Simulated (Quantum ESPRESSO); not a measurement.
# Rb (I4/mmm) in Quantum ESPRESSO: phonons with LDA

Aim: the phonons of Rb with LDA.

Program: Quantum ESPRESSO 7.5. These are calculated values, not measurements. Logs are shortened: lines on timing, memory, paths and dates and some standing lists are left out, and cuts for length are marked.

### 1 The structure

The structure is tetragonal, space group I4/mmm (No. 139). Conventional cell: a = 5.909 Å, b = 5.909 Å, c = 5.462 Å, α = 90.00°, β = 90.00°, γ = 90.00°.

This isn't the form of Rb at room conditions, which is bcc.

### 2 Phonons, LDA

File pw.in:

```
&CONTROL
  calculation = 'scf'
  prefix = 'pwscf'
  outdir = './tmp'
  pseudo_dir = './pseudo'
  tprnfor = .true.
  tstress = .true.
  disk_io = 'low'
/
&SYSTEM
  ibrav = 0
  A = 4.99157251
  nat = 1
  ntyp = 1
  ecutwfc = 45
  ecutrho = 360
  nbnd = 10
  occupations = 'smearing'
  smearing = 'mp'
  degauss = 0.00999582
/
&ELECTRONS
  conv_thr = 2d-10
  electron_maxstep = 120
  mixing_beta = 0.5
  diago_david_ndim = 4
/
ATOMIC_SPECIES
Rb    85.4678 rb_lda_v1.uspp.F.UPF
CELL_PARAMETERS alat
  -0.5919000186    0.5919000186    0.5470911602
   0.5919000186   -0.5919000186    0.5470911602
   0.5919000186    0.5919000186   -0.5470911602
ATOMIC_POSITIONS alat
Rb     0.0000000000    0.0000000000    0.0000000000
K_POINTS automatic
6 6 6 0 0 0
```

File scf2.in:

```
&CONTROL
  calculation = 'scf'
  prefix = 'pwscf'
  outdir = './tmp'
  pseudo_dir = './pseudo'
  tprnfor = .true.
  tstress = .true.
  disk_io = 'low'
/
&SYSTEM
  ibrav = 0
  A = 4.99157251
  nat = 1
  ntyp = 1
  ecutwfc = 45
  ecutrho = 360
  nbnd = 10
  occupations = 'smearing'
  smearing = 'mp'
  degauss = 0.00999582
/
&ELECTRONS
  conv_thr = 1d-13
  electron_maxstep = 120
  mixing_beta = 0.5
  diago_david_ndim = 4
  startingpot = 'file'
  startingwfc = 'file'
/
ATOMIC_SPECIES
Rb    85.4678 rb_lda_v1.uspp.F.UPF
CELL_PARAMETERS alat
  -0.5919000186    0.5919000186    0.5470911602
   0.5919000186   -0.5919000186    0.5470911602
   0.5919000186    0.5919000186   -0.5470911602
ATOMIC_POSITIONS alat
Rb     0.0000000000    0.0000000000    0.0000000000
K_POINTS automatic
6 6 6 0 0 0
```

File ph.in:

```
phonons of Rb
&INPUTPH
  prefix = 'pwscf'
  outdir = './tmp'
  tr2_ph = 1d-16
  fildyn = 'dyn'
  niter_ph = 60
  alpha_mix(1) = 0.4
/
0.8447372608 0.0000000000 0.0000000000
```

Potentials or basis: GBRV 1.5 LDA.

On the command line:

```sh
OMP_NUM_THREADS=1 pw.x -in pw.in > pw.out
OMP_NUM_THREADS=1 pw.x -in scf2.in > scf2.out
OMP_NUM_THREADS=1 ph.x -in ph.in > ph.out
```

pw.out:

```text
This program is part of the open-source Quantum ESPRESSO suite
     for quantum simulation of materials; please cite
[... 9 lines left out ...]
     --------------------
     sticks:   dense  smooth     PW     G-vecs:    dense   smooth      PW
     Sum        2345    1171    387                74339    26251    5009

     Using Slab Decomposition

     bravais-lattice index     =            0
     lattice parameter (alat)  =       9.4327  a.u.
     unit-cell volume          =     643.4653 (a.u.)^3
     number of atoms/cell      =            1
     number of atomic types    =            1
     number of electrons       =         9.00
     number of Kohn-Sham states=           10
     kinetic-energy cutoff     =      45.0000  Ry
     charge density cutoff     =     360.0000  Ry
     scf convergence threshold =      2.0E-10
     mixing beta               =       0.5000
     number of iterations used =            8  plain     mixing
     Exchange-correlation= SLA  PZ   NOGX NOGC
                           (   1   1   0   0   0   0   0)

     celldm(1)=   9.432705  celldm(2)=   0.000000  celldm(3)=   0.000000
     celldm(4)=   0.000000  celldm(5)=   0.000000  celldm(6)=   0.000000

     crystal axes: (cart. coord. in units of alat)
               a(1) = (  -0.591900   0.591900   0.547091 )
               a(2) = (   0.591900  -0.591900   0.547091 )
               a(3) = (   0.591900   0.591900  -0.547091 )

     reciprocal axes: (cart. coord. in units 2 pi/alat)
               b(1) = ( -0.000000  0.844737  0.913924 )
               b(2) = (  0.844737 -0.000000  0.913924 )
               b(3) = (  0.844737  0.844737  0.000000 )

     PseudoPot. # 1 for Rb read from file:
     rb_lda_v1.uspp.F.UPF
     Pseudo is Ultrasoft + core correction, Zval =  9.0
     Generated by new atomic code, or converted to UPF format
     Using radial grid of  881 points,  6 beta functions with:
                l(1) =   0
                l(2) =   0
                l(3) =   1
                l(4) =   1
                l(5) =   2
                l(6) =   2
     Q(r) pseudized with  8 coefficients,  rinner =    1.900   1.900   1.900
                                                       1.900   1.900

     atomic species   valence    mass     pseudopotential
     Rb                9.00    85.46780     Rb( 1.00)

     16 Sym. Ops., with inversion, found

   Cartesian axes

     site n.     atom                  positions (alat units)
         1        Rb     tau(   1) = (   0.0000000   0.0000000   0.0000000  )

     number of k points=    30  Methfessel-Paxton smearing, width (Ry)=  0.0100
                       cart. coord. in units 2pi/alat
        k(    1) = (   0.0000000   0.0000000   0.0000000), wk =   0.0092593
        k(    2) = (   0.1407895   0.1407895   0.0000000), wk =   0.0370370
        k(    3) = (   0.2815791   0.2815791   0.0000000), wk =   0.0370370
        k(    4) = (  -0.4223686  -0.4223686   0.0000000), wk =   0.0185185
        k(    5) = (   0.1407895  -0.0000000   0.1523207), wk =   0.0740741
        k(    6) = (   0.2815791   0.1407895   0.1523207), wk =   0.1481481
[... 22 lines left out ...]
        k(   29) = (  -0.7039477  -0.1407895  -0.0000000), wk =   0.0370370
        k(   30) = (  -0.8447373  -0.8447373  -0.9139245), wk =   0.0092593

     Dense  grid:    74339 G-vectors     FFT dimensions: (  60,  60,  60)

     Smooth grid:    26251 G-vectors     FFT dimensions: (  45,  45,  45)

     Initial potential from superposition of free atoms

     starting charge       8.4956, renormalised to       9.0000

     negative rho (up, down):  6.868E-02 0.000E+00
     Starting wfcs are   10 randomized atomic wfcs

     Self-consistent Calculation

     iteration #  1     ecut=    45.00 Ry     beta= 0.50
     Davidson diagonalization with overlap
     ethr =  1.00E-02,  avg # of iterations =  3.6

     negative rho (up, down):  6.459E-02 0.000E+00

     total energy              =     -53.24551604 Ry
     estimated scf accuracy    <       0.15529614 Ry

     iteration #  2     ecut=    45.00 Ry     beta= 0.50
     Davidson diagonalization with overlap
     ethr =  1.73E-03,  avg # of iterations =  2.0

     negative rho (up, down):  6.437E-02 0.000E+00

     total energy              =     -53.25796129 Ry
     estimated scf accuracy    <       0.00889149 Ry

     iteration #  3     ecut=    45.00 Ry     beta= 0.50
     Davidson diagonalization with overlap
     ethr =  9.88E-05,  avg # of iterations =  2.8

     negative rho (up, down):  6.557E-02 0.000E+00

     total energy              =     -53.25957037 Ry
     estimated scf accuracy    <       0.00068614 Ry

     iteration #  4     ecut=    45.00 Ry     beta= 0.50
     Davidson diagonalization with overlap
     ethr =  7.62E-06,  avg # of iterations =  2.7

     negative rho (up, down):  6.514E-02 0.000E+00

     total energy              =     -53.25959964 Ry
     estimated scf accuracy    <       0.00012411 Ry

     iteration #  5     ecut=    45.00 Ry     beta= 0.50
     Davidson diagonalization with overlap
     ethr =  1.38E-06,  avg # of iterations =  2.3

     negative rho (up, down):  6.493E-02 0.000E+00

     total energy              =     -53.25962112 Ry
     estimated scf accuracy    <       0.00000050 Ry

     iteration #  6     ecut=    45.00 Ry     beta= 0.50
     Davidson diagonalization with overlap
     ethr =  5.51E-09,  avg # of iterations =  3.1

     negative rho (up, down):  6.469E-02 0.000E+00

     total energy              =     -53.25962145 Ry
     estimated scf accuracy    <       0.00000011 Ry

     iteration #  7     ecut=    45.00 Ry     beta= 0.50
     Davidson diagonalization with overlap
     ethr =  1.20E-09,  avg # of iterations =  1.9

     negative rho (up, down):  6.474E-02 0.000E+00

     total energy              =     -53.25962145 Ry
     estimated scf accuracy    <       0.00000002 Ry

     iteration #  8     ecut=    45.00 Ry     beta= 0.50
     Davidson diagonalization with overlap
     ethr =  1.74E-10,  avg # of iterations =  1.0

     negative rho (up, down):  6.475E-02 0.000E+00

     total energy              =     -53.25962145 Ry
     estimated scf accuracy    <          6.0E-10 Ry

     iteration #  9     ecut=    45.00 Ry     beta= 0.50
     Davidson diagonalization with overlap
     ethr =  6.66E-12,  avg # of iterations =  2.9

     negative rho (up, down):  6.475E-02 0.000E+00

     End of self-consistent calculation

          k = 0.0000 0.0000 0.0000 (  3215 PWs)   bands (ev):

   -27.3113 -11.3538 -11.3538 -11.3515  -0.3409   4.8800   5.2768   5.2768
     5.7888   6.3300

          k = 0.1408 0.1408 0.0000 (  3267 PWs)   bands (ev):

   -27.3105 -11.3750 -11.3576 -11.3530  -0.0447   4.4216   4.9862   5.5438
     5.5637   6.1894

          k = 0.2816 0.2816 0.0000 (  3277 PWs)   bands (ev):

   -27.3089 -11.4169 -11.3698 -11.3516   0.7722   3.2764   4.5649   5.6215
     6.1871   6.3914

          k =-0.4224-0.4224 0.0000 (  3284 PWs)   bands (ev):

   -27.3081 -11.4375 -11.3758 -11.3509   1.6864   2.2834   4.3978   5.4796
     6.4281   7.2999

          k = 0.1408-0.0000 0.1523 (  3261 PWs)   bands (ev):

   -27.3105 -11.3738 -11.3611 -11.3534  -0.0188   4.6694   4.6878   5.3745
     5.7990   6.0341

          k = 0.2816 0.1408 0.1523 (  3274 PWs)   bands (ev):

   -27.3093 -11.4020 -11.3687 -11.3572   0.5418   3.8576   4.3001   5.6043
     5.8719   6.3850

          k = 0.4224 0.2816 0.1523 (  3281 PWs)   bands (ev):

   -27.3081 -11.4264 -11.3825 -11.3581   1.5310   2.7975   3.9826   5.4224
     6.1518   6.5953

          k = 0.2816-0.0000 0.3046 (  3273 PWs)   bands (ev):

   -27.3087 -11.4155 -11.3758 -11.3549   0.8672   3.4711   4.1834   5.9459
     6.0792   6.1240

          k = 0.4224 0.1408 0.3046 (  3280 PWs)   bands (ev):

   -27.3079 -11.4248 -11.3868 -11.3607   1.5974   3.0017   3.7113   5.4289
     6.1374   6.5760

          k = 0.5632 0.2816 0.3046 (  3301 PWs)   bands (ev):

   -27.3075 -11.4109 -11.4102 -11.3642   2.6422   2.6829   2.8457   5.2888
     6.0371   6.3700

          k = 0.1408-0.1408 0.3046 (  3270 PWs)   bands (ev):

   -27.3091 -11.4037 -11.3691 -11.3605   0.6123   3.9592   4.1337   5.6718
     5.7073   6.4204

          k =-0.4224 0.0000-0.4570 (  3294 PWs)   bands (ev):

   -27.3078 -11.4359 -11.3831 -11.3556   1.8538   2.4509   3.9884   5.6701
     6.5549   6.7737

          k =-0.2816 0.1408-0.4570 (  3283 PWs)   bands (ev):

   -27.3078 -11.4264 -11.3861 -11.3623   1.6891   2.9117   3.7305   5.4209
     6.0527   6.8099

          k = 0.2816 0.2816 0.3046 (  3280 PWs)   bands (ev):

   -27.3083 -11.4187 -11.3740 -11.3704   1.3834   3.4103   3.5298   5.1689
     6.4245   6.4667

          k = 0.4224 0.4224 0.3046 (  3288 PWs)   bands (ev):

   -27.3078 -11.4144 -11.3925 -11.3711   2.4145   2.5332   3.3950   4.5452
     6.5388   6.6241

          k = 0.0000 0.0000 0.3046 (  3251 PWs)   bands (ev):

   -27.3095 -11.3816 -11.3684 -11.3684   0.3418   4.6392   4.6392   4.7973
     5.3210   6.5078

          k = 0.4224 0.2816 0.4570 (  3290 PWs)   bands (ev):

   -27.3078 -11.4156 -11.3900 -11.3751   2.4610   2.6421   3.2964   4.4721
     6.4793   6.8757

          k =-0.0000-0.1408 0.4570 (  3280 PWs)   bands (ev):

   -27.3079 -11.4141 -11.3837 -11.3717   1.2389   3.4911   4.2598   4.7546
     6.0887   6.2805

          k =-0.8447-0.2816-0.3046 (  3285 PWs)   bands (ev):

   -27.3072 -11.4295 -11.3918 -11.3696   2.1630   2.5570   4.1085   4.5608
     6.2572   7.1385

          k =-0.7039-0.1408-0.3046 (  3281 PWs)   bands (ev):

   -27.3069 -11.4199 -11.4039 -11.3764   2.2696   2.9771   3.4537   4.9883
     5.6119   6.5959

          k =-0.0000 0.4224-0.1523 (  3283 PWs)   bands (ev):

   -27.3081 -11.4096 -11.3846 -11.3674   1.0684   3.6039   4.2538   4.8959
     5.9958   6.2527

          k =-0.7039-0.2816-0.1523 (  3295 PWs)   bands (ev):

   -27.3070 -11.4208 -11.4002 -11.3740   2.0031   3.0269   3.6251   5.1652
     5.5828   6.5492

          k = 0.0000 0.2816 0.0000 (  3266 PWs)   bands (ev):

   -27.3098 -11.3771 -11.3693 -11.3639   0.2441   4.5173   4.6102   4.9687
     5.6377   6.4776

          k = 0.1408 0.4224 0.0000 (  3282 PWs)   bands (ev):

   -27.3082 -11.4133 -11.3764 -11.3693   1.0424   3.3965   4.7117   4.7510
     5.8870   6.3518

          k =-0.5632-0.2816 0.0000 (  3290 PWs)   bands (ev):

   -27.3074 -11.4325 -11.3826 -11.3678   2.0046   2.3698   4.5797   4.6532
     5.9094   7.1623

          k =-0.0000-0.0000 0.6093 (  3291 PWs)   bands (ev):

   -27.3066 -11.4070 -11.4004 -11.4004   2.0620   3.3247   4.3304   4.3304
     4.9632   6.4932

          k =-0.8447-0.1408-0.1523 (  3292 PWs)   bands (ev):

   -27.3060 -11.4178 -11.4091 -11.3957   2.6667   2.9219   3.9967   4.3485
     5.3339   6.8191

          k =-0.0000 0.5632-0.0000 (  3274 PWs)   bands (ev):

   -27.3068 -11.4090 -11.4013 -11.3895   1.7615   3.3605   4.3484   4.7971
     4.9370   6.5850

          k =-0.7039-0.1408-0.0000 (  3278 PWs)   bands (ev):

   -27.3060 -11.4227 -11.4012 -11.3961   2.6135   2.7338   4.0577   4.9608
     4.9905   6.7495

          k =-0.8447-0.8447-0.9139 (  3292 PWs)   bands (ev):

   -27.3053 -11.4177 -11.4177 -11.4028   2.8106   2.9701   4.4659   4.4659
     5.2264   5.9349

     the Fermi energy is     1.5892 ev

!    total energy              =     -53.25962145 Ry
     estimated scf accuracy    <          5.4E-11 Ry
     smearing contrib. (-TS)   =      -0.00023571 Ry
     internal energy E=F+TS    =     -53.25938574 Ry

     The total energy is F=E-TS. E is the sum of the following terms:
     one-electron contribution =     -27.68988716 Ry
     hartree contribution      =      14.43945748 Ry
     xc contribution           =     -12.91295207 Ry
     ewald contribution        =     -27.09600399 Ry

     convergence has been achieved in   9 iterations

     negative rho (up, down):  6.475E-02 0.000E+00

     Forces acting on atoms (cartesian axes, Ry/au):

     atom    1 type  1   force =     0.00000000    0.00000000    0.00000000

     Total force =     0.000000     Total SCF correction =     0.000000

     Computing stress (Cartesian axis) and pressure

     negative rho (up, down):  6.475E-02 0.000E+00
          total   stress  (Ry/bohr**3)                   (kbar)     P=       -4.88
  -0.00003146   0.00000000  -0.00000000           -4.63        0.00       -0.00
   0.00000000  -0.00003146   0.00000000            0.00       -4.63        0.00
   0.00000000   0.00000000  -0.00003670            0.00        0.00       -5.40

=------------------------------------------------------------------------------=
   JOB DONE.
=------------------------------------------------------------------------------=
```

It took 1.8 min on 1 thread of Arm Neoverse V2, shared host; peak memory 0.3 GiB.

Results:

```yaml
Free_energy: -724.6341 eV
Pressure: -0.5 GPa
Band_gap_on_the_k_mesh: none (metal or under the smearing width)
Highest_phonon_frequency_at_the_q_point_run: 34 cm⁻¹
```

Phonon frequencies in cm⁻¹ (negative: imaginary):
```
               q point  frequencies
(-0.500, 0.500, 0.500)     34 34 34
```

Phonon modes at q = (-0.500, 0.500, 0.500) in reciprocal lattice units:
```tsv
mode	symmetry	cm⁻¹
1	E_u	34
2	E_u	34
3	A_2u	34
```

Caveat: the mesh is thin for the phonons of a metal.
